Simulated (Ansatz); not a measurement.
**NaF in Ansatz, vacancy hop by nudged elastic band**

The command:

```bash
ansatz run input.yaml --threads 4 --pin off --max-ram 8192MiB --backend cpu --events-out ev --progress --plain --runs-dir out
```

Input:

```yaml
crystal:
  lattice:
    - [0.0, 4.68635472, 4.68635472]
    - [4.68635472, 0.0, 4.68635472]
    - [4.68635472, 4.68635472, 0.0]
  atoms:
    - { symbol: F, position: [0.25851257, 0.24901103, 0.2447387] }
    - { symbol: Na, position: [0.00099829, -0.00293613, -0.00146001] }
    - { symbol: F, position: [0.24671452, 0.25244984, 0.75191852] }
    - { symbol: Na, position: [-0.00338949, 0.00105111, 0.50204559] }
    - { symbol: F, position: [0.25623848, 0.74296465, 0.24852739] }
    - { symbol: Na, position: [0.00233757, 0.49724404, -0.0019887] }
    - { symbol: F, position: [0.24779645, 0.74846352, 0.7495569] }
    - { symbol: Na, position: [-0.00588523, 0.49947722, 0.50524863] }
    - { symbol: F, position: [0.74659423, 0.25051317, 0.25450628] }
    - { symbol: Na, position: [0.49561325, -0.00854368, 0.00782009] }
    - { symbol: Na, position: [0.50305174, 0.00476936, 0.50138488] }
    - { symbol: F, position: [0.75592266, 0.74684408, 0.24567207] }
    - { symbol: Na, position: [0.50016293, 0.49916304, -0.00281595] }
    - { symbol: F, position: [0.74504161, 0.75315875, 0.75020583] }
    - { symbol: Na, position: [0.51037268, 0.50382987, 0.4880141] }
kpoints:
  mp_grid: { grid: [3, 3, 3] }
magnetization:
  spin_polarized: false
scf:
  occupations: { method: gaussian, width: 0.1 }
hamiltonian:
  pseudopotentials: { kind: paw }
  xc: pbe
basis:
  ecutwfc: 420
neb:
  images: 5
  relax_end_points: true
  climbing: true
  f_tol: 0.05
  max_iterations: 40
  order_check: false
  final_atoms:
    - { symbol: F, position: [0.25851257, 0.24901103, 0.2447387] }
    - { symbol: Na, position: [0.00099829, -0.00293613, -0.00146001] }
    - { symbol: F, position: [0.24671452, 0.25244984, 0.75191852] }
    - { symbol: Na, position: [-0.00338949, 0.00105111, 0.50204559] }
    - { symbol: F, position: [0.25623848, 0.74296465, 0.24852739] }
    - { symbol: Na, position: [0.00233757, 0.49724404, -0.0019887] }
    - { symbol: F, position: [-0.25119553, 1.24899932, 0.74395601] }
    - { symbol: Na, position: [-0.00588523, 0.49947722, 0.50524863] }
    - { symbol: F, position: [0.74659423, 0.25051317, 0.25450628] }
    - { symbol: Na, position: [0.49561325, -0.00854368, 0.00782009] }
    - { symbol: Na, position: [0.50305174, 0.00476936, 0.50138488] }
    - { symbol: F, position: [0.75592266, 0.74684408, 0.24567207] }
    - { symbol: Na, position: [0.50016293, 0.49916304, -0.00281595] }
    - { symbol: F, position: [0.74504161, 0.75315875, 0.75020583] }
    - { symbol: Na, position: [0.51037268, 0.50382987, 0.4880141] }
```

Origin of the cell: a database entry, scaled a little.

The cell is 2×2×2 cells of NaF with one F taken out; atom 7 (F) hops into the empty site, 3.31 Å away before the end points are relaxed. All atoms were shaken by about 0.02 Å first.

Output (shortened):

```
Warning: neb: disabling space-group detection — the band's intermediate images generally break the endpoint symmetry, so no spatial operation reduces the k-mesh or symmetrises the density, ex […]
Pseudopotentials: kind: paw
Pseudopotential: F, paw, valence charge 7, recommended cutoff 420 eV (normal), F.paw.azcp
Pseudopotential: Na, paw, valence charge 9, recommended cutoff 420 eV (normal), Na.paw.azcp
Functional definition: PBE
  exchange = pbe_x(kappa = kappa, mu = beta*pi^2/3)
  correlation = pbe_c(beta = beta)
parallel-image band execution: 4 concurrent image workers
NEB image 0
Crystal: 15 atoms, lattice volume = 205.843 Å³
Basis set: ecut = 420 eV, 4015 PW (Γ), exchange–correlation on 90×90×90 points (8 copies of the dense FFT grid, shifted against one another)
Bands: 76, of which v1, the nominal top of the filled ones, is band 61 counted from 1 (60 counted from 0)
[… 6 lines left out …]
Initial density: superposition of atomic densities (neutral atoms: chi_scale 0, normalization atom), corrected by the library's trained network
Functional: x = pbe(κ = 0.804, μ = 0.219515), c = pbe(β = 0.066725)
SCF iter   1: F=—  HF=-17567.266168 eV  Δρ=2.96e-3  dr2=4.23e-2  defer=18
SCF iter   2: F=—  HF=-17567.252511 eV  Δρ=2.38e-3  dr2=1.10e-2  defer=48
SCF iter   3: F=—  HF=-17567.253098 eV  Δρ=3.14e-3  dr2=1.27e-2  defer=48
[… 2 lines left out …]
SCF iter   6: F=—  HF=-17567.249660 eV  Δρ=3.80e-5  dr2=2.71e-6  defer=48
SCF iter   7: F=—  HF=-17567.249465 eV  Δρ=1.71e-5  dr2=4.41e-7  defer=48
SCF iter   8: F=-17567.249465 eV  HF=-17567.249465 eV  Δρ=6.15e-6  dr2=9.42e-8
NEB iter   1: max|band force component| = 4.388e0 eV/Å  barrier→ = 2.8493 eV  barrier← = 2.8494 eV  Δτ_max = 0.0916 Å  (70 SCF iters)
NEB iter   2: max|band force component| = 2.514e0 eV/Å  barrier→ = 1.9025 eV  barrier← = 1.9025 eV  Δτ_max = 0.1301 Å  (43 SCF iters)
NEB iter   3: max|band force component| = 8.229e-1 eV/Å  barrier→ = 1.2832 eV  barrier← = 1.2832 eV  Δτ_max = 0.0664 Å  (44 SCF iters)
NEB iter   4: max|band force component| = 2.136e-1 eV/Å  barrier→ = 1.1681 eV  barrier← = 1.1681 eV  CI = image 3  Δτ_max = 0.0458 Å  (40 SCF iters)
NEB iter   5: max|band force component| = 4.305e-2 eV/Å  barrier→ = 1.1541 eV  barrier← = 1.1541 eV  CI = image 3  Δτ_max = 0.0099 Å  (40 SCF iters)
NEB iter   6: max|band force component| = 5.095e-2 eV/Å  barrier→ = 1.1523 eV  barrier← = 1.1523 eV  CI = image 3  Δτ_max = 0.0079 Å  (7 SCF iters)
NEB iter   7: max|band force component| = 1.514e-2 eV/Å  barrier→ = 1.1522 eV  barrier← = 1.1522 eV  CI = image 3  Δτ_max = 0.0000 Å  (32 SCF iters)
--- NEB band (7 images, 7 band iterations, 276 SCF iterations, 42 more in tests of the images' electronic states and relaxations of end points) ---
  forward barrier  = 1.152210 eV
  backward barrier = 1.152226 eV
  lagrangian_above_aufbau_ev (what the smearing adds, to first order; not taken off the barriers): saddle image -0.008290 eV, end points -0.009992 and -0.009992 eV
  climbing image's point = of an order that was not read
  energies are F+E_penalty+E_count in eV, relative to image 0
  image     s (Å)  Δ vs image 0  max|band force component| (eV/Å)
      0    0.0000      0.000000                                 —
      1    0.5914      0.275185                          8.071e-3
      2    1.1829      0.831466                          1.484e-2
  *   3    1.7742      1.152210                          3.063e-3
      4    2.3658      0.831312                          1.514e-2
      5    2.9574      0.274915                          8.152e-3
      6    3.5489     -0.000017                                 —
```

The converged band:

```
image  path over all atoms (Å)  ΔF (eV)   F x     y  z (Å)
    0                     0.00    0.000  7.02  4.69   4.69
    1                     0.59    0.275  7.38  4.33   4.69
    2                     1.18    0.831  7.77  3.94   4.69
    3                     1.77    1.152  8.19  3.52   4.69
    4                     2.37    0.831  8.62  3.09   4.69
    5                     2.96    0.275  9.01  2.70   4.69
    6                     3.55    0.000  9.36  2.34   4.69
```

Relaxed start, forces in eV/Å:

```xyz
15
Lattice="0.000 4.686 4.686 4.686 0.000 4.686 4.686 4.686 0.000" Properties=species:S:1:pos:R:3:forces:R:3 pbc="T T T" image=0
F     2.336    2.345    2.342    0.003   -0.001    0.000
Na   -0.007    0.053    0.000    0.002    0.001   -0.004
F     4.681    4.687    2.342    0.000    0.003    0.003
Na    2.286    2.344   -0.001   -0.002   -0.002   -0.003
F     4.680    2.345    4.685    0.003   -0.001    0.001
Na    2.336    0.001    2.343    0.004   -0.001   -0.001
F     7.022    4.686    4.686    0.004    0.003    0.000
Na    4.681    2.346    2.394   -0.001   -0.005    0.001
F     2.337    4.688    4.686    0.000   -0.001    0.000
Na   -0.005    2.345    2.290   -0.003    0.001    0.001
Na    2.339    4.687    2.343   -0.007    0.002   -0.001
F     4.680    4.689    7.029    0.000   -0.002    0.000
Na    2.388    2.343    4.685    0.001    0.003    0.002
F     7.024    7.030    7.027   -0.001    0.002    0.005
Na    4.680    4.636    4.688   -0.001    0.000   -0.004
```

Highest image (3), forces in eV/Å:

```xyz
15
Lattice="0.000 4.686 4.686 4.686 0.000 4.686 4.686 4.686 0.000" Properties=species:S:1:pos:R:3:forces:R:3 pbc="T T T" image=3
F     2.264    2.272    2.399    0.000    0.000   -0.003
Na    0.243    0.250   -0.001   -0.003   -0.003    0.000
F     4.752    4.759    2.399    0.000    0.000   -0.003
Na    2.087    2.094    0.000    0.003    0.003    0.000
F     4.616    2.407    4.686   -0.002    0.002    0.000
Na    2.421   -0.084    2.486   -0.001    0.001    0.002
F     8.194    3.515    4.686    0.000    0.000    0.000
Na    4.595    2.428    2.199    0.001   -0.001   -0.002
F     2.400    4.623    4.686    0.002   -0.002    0.000
Na   -0.091    2.428    2.486    0.001   -0.001    0.002
Na    2.421    4.602    2.199   -0.001    0.001   -0.002
F     4.751    4.759    6.972    0.000    0.000    0.003
Na    2.394    2.401    4.686    0.001    0.001    0.000
F     6.951    6.958    6.972    0.000    0.000    0.003
Na    4.622    4.629    4.686   -0.001   -0.001    0.000
```

Relaxed end, forces in eV/Å:

```xyz
15
Lattice="0.000 4.686 4.686 4.686 0.000 4.686 4.686 4.686 0.000" Properties=species:S:1:pos:R:3:forces:R:3 pbc="T T T" image=6
F     2.335    2.344    2.344    0.002   -0.002   -0.002
Na    0.043    0.000   -0.001    0.003    0.000    0.003
F     4.679    4.686    2.342   -0.001    0.000    0.001
Na    2.336    2.291    0.000   -0.001   -0.002    0.000
F     4.679    2.344    4.686    0.001   -0.003   -0.001
Na    2.335    0.000    2.291    0.001   -0.001   -0.001
F     9.364    2.341    4.686    0.002    0.004   -0.001
Na    4.679    2.343    2.343   -0.001    0.000    0.001
F     2.336    4.686    4.687   -0.002    0.000    0.000
Na   -0.007    2.343    2.342   -0.001   -0.001    0.003
Na    2.338    4.687    2.395   -0.005   -0.001   -0.001
F     4.678    4.686    7.030    0.003    0.000    0.000
Na    2.335    2.394    4.686   -0.001    0.002    0.002
F     7.022    7.028    7.029    0.000    0.003    0.001
Na    4.627    4.685    4.687    0.000    0.002   -0.003
```

Barrier of this path: 1.15 eV forwards, 1.15 eV backwards, after 7 band iterations.

Caveats: no moments, though an odd count or open d shells may carry them; the k mesh is coarse if the cell is a metal; a small cell with a neutral vacancy and no spin, whose shape can make like sites unlike; the cell is held at a rescaled volume, and strain moves barriers; the hop was drawn among near neighbours and need not be the easiest path; few images and a loose tolerance, and neither the top nor the ends were tested for their order.

Time: 4.1 min on 4 threads of Arm Neoverse V2, on a shared host, peak memory 1.5 GiB, from the program's own first density.
